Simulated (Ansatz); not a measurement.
Runs of Ansatz 0.2.0 on HfC. The structure is cubic, space group Fm-3m (No. 225). Conventional cell: a = 4.650 Å, b = 4.650 Å, c = 4.650 Å, α = 90.00°, β = 90.00°, γ = 90.00°. Hf (site symmetry m-3m) has 6 C at 2.33 Å as nearest neighbours. Around C (site symmetry m-3m) lie 6 Hf at 2.33 Å. 

```csv
task,level,spin,cell,k mesh,points for each segment of the path,mesh quality,gap on the mesh (eV),pressure (GPa),relaxed volume (Å³/atom)
band structure,LDA,off,as given,10 × 10 × 10,14,not flagged,none,-11.9,-
relaxation of cell and atoms,HSE03,off,relaxed,5 × 5 × 5,-,coarse,none,0.0,(c)
band structure,LDA,"SOC, no magnetisation",as given,7 × 7 × 7,14,not flagged,none,(b),-
band structure,revPBE,off,as given,10 × 10 × 10,14,not flagged,none,3.2,-
band structure,PBEsol,off,as given,10 × 10 × 10,14,not flagged,none,(a),-
relaxation of cell and atoms,LDA,off,relaxed,10 × 10 × 10,-,not flagged,-,0.0,11.95
relaxation of cell and atoms,RPBE,off,relaxed,10 × 10 × 10,-,not flagged,-,0.0,12.80
band structure,PBEsol,"SOC, no magnetisation",as given,7 × 7 × 7,14,not flagged,none,-7.2,-
band structure,RPBE,off,as given,10 × 10 × 10,14,not flagged,none,4.3,-
relaxation of cell and atoms,PBEsol,off,relaxed,10 × 10 × 10,-,not flagged,-,0.0,12.23
```

Alike in all rows: potentials or basis Ansatz PAW; cutoff (eV) 420; smearing fermi-dirac 0.05 eV.

**Question.** Fill in the values left out.

**Answer.** (a) -6.5; (b) -12.5; (c) 12.54.

Caveats: some runs use coarse meshes; the PAW data sets come from PBE, with cores solved anew for the run's functional, which leaves a small shift of forces and pressure; spin-orbit coupling is left out, which moves the levels of the heavy elements (some runs); the plane-wave basis is chosen anew once the cell has moved, so the energies of steps on either side of that aren't comparable (some runs).

A k mesh can miss the band edges, and rows without SOC leave out spin-orbit coupling on Hf.

A gap of «none» marks a metal or a gap under the smearing width.

Runs at the PBE level aren't shown here.
